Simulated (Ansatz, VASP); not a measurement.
ZnSe in VASP and in Ansatz

File INCAR:

```
ALGO     = Normal         # electronic algorithm
EDIFF    = 1E-7           # SCF threshold, eV
ENCUT    = 520            # plane-wave cutoff, eV
GGA      = PE             # functional
ISIF     = 2              # what is computed and relaxed
ISMEAR   = -1             # smearing method
LASPH    = T              # aspherical terms in the spheres
LCHARG   = T              # write CHGCAR
LELF     = T              # ELF
LREAL    = F              # projectors in reciprocal space
LVHAR    = T            
LWAVE    = F              # write WAVECAR
NBANDS   = 16             # bands
NELM     = 80             # most SCF steps
PREC     = Accurate       # precision mode
SIGMA    = 0.02           # smearing width, eV
```

Contents of KPOINTS:

```
k-points
0
Gamma
  8 8 8
```

Contents of POSCAR:

```
ZnSe
1.0
    0.0000000000      2.8324206805      2.8324206805
    2.6692732493      0.0000000000      2.8324206805
    2.6692732493      2.8324206805      0.0000000000
Zn Se
1 1
Direct
    0.0000000000      0.0000000000      0.0000000000
    0.2500000000      0.2500000000      0.2500000000
```

Input for Ansatz:

```yaml
crystal:
  lattice:
    - [0.0, 2.8324206805, 2.8324206805]
    - [2.6692732493, 0.0, 2.8324206805]
    - [2.6692732493, 2.8324206805, 0.0]
  atoms:
    - { symbol: Zn, position: [0.0, 0.0, 0.0] }
    - { symbol: Se, position: [0.25, 0.25, 0.25] }
kpoints:
  mp_grid: { grid: [8, 8, 8] }
  band_path:
    path:
      - [0.0, 0.0, 0.0]
      - [-0.5, -0.5, 0.0]
      - [-0.375, -0.375, 0.25]
      - [-0.375, 0.0, 0.375]
      - [0.0, 0.0, 0.5]
      - [-0.5, -0.25, 0.25]
    npoints: 1
hamiltonian:
  xc: pbe
scf:
  occupations: { method: fermi_dirac, width: 0.02 }
  n_extra_bands: 4
output:
  forces: true
  stress: true
  eigenvalues: true
```

Change from the starting cell: uniaxial_x strain -5.8%.

Alike in both runs: task single point; functional PBE; k mesh 8 × 8 × 8; occupations fermi-dirac, width 0.02 eV; no spin polarisation.

```csv
,VASP,Ansatz
version,VASP 6.6.1,Ansatz 0.2.0
potentials or method,"VASP PAW PBE potentials, release 64 (Zn, Se)","plane waves, PAW"
plane-wave cutoff (eV),520,420
valence electrons in the cell,18,28
```

```csv
,VASP,Ansatz,Ansatz less VASP
gap on the k mesh at the Fermi level (eV),1.40,1.39,-0.005
pressure (GPa),6.9,6.6,-0.30
largest component of the traceless stress (GPa),1.07,1.08,+0.016
```

The two sets of potentials don't hold the same shells in valence.
